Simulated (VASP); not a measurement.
Crystal: GaAs.

```
Ga As
1.0
     0.00000    2.83140    2.83140
     2.83140    0.00000    2.83140
     2.83140    2.83140    0.00000
Ga As
1 1
Direct
  0.00000 0.00000 0.00000
  0.25000 0.25000 0.25000
```

Program: VASP 6.6.1. Alike in all runs: task band structure; potentials or basis VASP PAW PBE potentials, release 64 (Ga_d, As); no spin polarisation; cell as given; k mesh 8 × 8 × 8; cutoff (eV) 520; smearing gaussian 0.03 eV.

Q: Order these runs on this cell by their band gap on the k mesh, lowest first.
A. level PBE
B. level PBE0; exchange at q = 0 truncated
C. level HSE06; screening parameter 0.2 1/A

A: A (0.48 eV), C (1.38 eV), B (1.93 eV).

